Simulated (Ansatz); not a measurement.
# HgSe: the cost of one run

Method: DFT PBEsol, scalar-relativistic, plane waves, PAW, in Ansatz 0.2.0.

That is the level of the relaxation; later steps name their own.

1 further run of the same task is left out (set aside as unsound or not needed).

## Step 1: Starting point

It takes space group F-43m (No. 216, cubic). Conventional cell: a = 6.134 Å, b = 6.134 Å, c = 6.134 Å, α = 90.00°, β = 90.00°, γ = 90.00°. Hg (site symmetry -43m) has 4 Se at 2.66 Å as nearest neighbours. Se (site symmetry -43m) is surrounded by 4 Hg at 2.66 Å.

As a file:

```xyz
2
Lattice="0.0000 3.0670 3.0670 3.0670 0.0000 3.0670 3.0670 3.0670 0.0000" Properties=species:S:1:pos:R:3 pbc="T T T"
Hg    0.0000    0.0000    0.0000
Se    1.5335    1.5335    1.5335
```

This cell was relaxed beforehand with the same method: volume 28.85 Å³/atom, gap on the mesh none (metal).

## Step 2: Levels with PBEsol

File input.yaml:

```yaml
crystal:
  lattice:
    - [0.0, 3.0669769427, 3.0669769427]
    - [3.0669769427, 0.0, 3.0669769427]
    - [3.0669769427, 3.0669769427, 0.0]
  atoms:
    - { symbol: Hg, position: [0.0, 0.0, 0.0] }
    - { symbol: Se, position: [0.25, 0.25, 0.25] }
basis:
  ecutwfc: 420
kpoints:
  mp_grid: { grid: [12, 12, 12] }
  band_path:
    path:
      - [0.0, 0.0, 0.0]
      - [-0.5, -0.5, 0.0]
      - [-0.375, -0.375, 0.25]
      - [-0.375, 0.0, 0.375]
      - [0.0, 0.0, 0.5]
      - [-0.5, -0.25, 0.25]
    npoints: 1
hamiltonian:
  xc: pbesol
scf:
  occupations: { method: gaussian, width: 0.1 }
  n_extra_bands: 4
output:
  forces: true
  stress: true
  eigenvalues: true
  write_density: true
  write_potential: true
  elf: true
  volumetric_format: npy
```

Command:

```console
$ ansatz run input.yaml --threads 1 --pin off --max-ram 2560MiB --backend cpu --events-out ev --progress --plain --runs-dir out
```

Q: Estimate wall time and peak memory on 1 thread of Arm Neoverse V2, shared host.

About 8.5 s, with a peak of 0.38 GiB.
